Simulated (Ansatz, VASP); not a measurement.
One calculation of CaF2, two programs

The input INCAR:

```
SYSTEM = CaF2
PREC     = Accurate       ! precision mode
ENCUT    = 600            ! plane-wave cutoff, eV
EDIFF    = 1E-7           ! SCF threshold, eV
ISMEAR   = 0              ! smearing method
SIGMA    = 0.02           ! smearing width, eV
LREAL    = .False.        ! projectors in reciprocal space
LASPH    = .True.         ! aspherical terms in the spheres
NELM     = 100            ! most SCF steps
ALGO     = Fast           ! electronic algorithm
ISIF     = 3              ! what is computed and relaxed
LWAVE    = .False.        ! write WAVECAR
LCHARG   = .False.        ! write CHGCAR
GGA      = PE             ! functional
IBRION   = 2              ! ionic algorithm
NSW      = 100            ! ionic steps
EDIFFG   = -0.01          ! ionic threshold
```

KPOINTS

```
Automatic mesh
0
Gamma
  8 8 8
  0 0 0
```

File POSCAR:

```
CaF2
1.0
    0.0000000000      2.7547995968      2.7547995968
    2.7547995968      0.0000000000      2.7547995968
    2.7547995968      2.7547995968      0.0000000000
Ca F
1 2
Direct
    0.0000000000      0.0000000000      0.0000000000
    0.7500000000      0.7500000000      0.7500000000
    0.2500000000      0.2500000000      0.2500000000
```

Input for Ansatz:

```yaml
crystal:
  lattice:
    - [0.0, 2.7547995968, 2.7547995968]
    - [2.7547995968, 0.0, 2.7547995968]
    - [2.7547995968, 2.7547995968, 0.0]
  atoms:
    - { symbol: Ca, position: [0.0, 0.0, 0.0] }
    - { symbol: F, position: [0.75, 0.75, 0.75] }
    - { symbol: F, position: [0.25, 0.25, 0.25] }
basis:
  ecutwfc: 420
kpoints:
  mp_grid: { grid: [8, 8, 8] }
hamiltonian:
  xc: pbe
scf:
  occupations: { method: gaussian, width: 0.02 }
output:
  forces: true
  stress: true
  eigenvalues: true
relax:
  adjacent_minimum: "off"
  f_tol: 0.01
  max_steps: 80
  cell: { stress_tol: 0.05 }
```

Alike in both runs: task relaxation of cell and atoms; functional PBE; k mesh 8 × 8 × 8; occupations gaussian, width 0.02 eV; no spin polarisation.

```csv
,VASP,Ansatz
version,VASP 6.6.1,Ansatz 0.2.0
potentials or method,"VASP PAW PBE potentials, release 64 (Ca_sv, F)","scalar-relativistic, plane waves, PAW"
plane-wave cutoff (eV),600,420
valence electrons in the cell,24,24
```

Ansatz gave:

| Property | Result |
| --- | --- |
| gap on the k mesh at the Fermi level, each at its own relaxed structure (eV) | 7.14 |
| relaxed volume (Å³/atom) | 13.95 |
| relaxed cell length with the largest relative difference (Å) | 3.897 |

Task: What did VASP give for the same quantities?

Result: gap on the k mesh at the Fermi level, each at its own relaxed structure (eV): 7.12; relaxed volume (Å³/atom): 13.96; relaxed cell length with the largest relative difference (Å): 3.898.

A k mesh can miss the band edges.
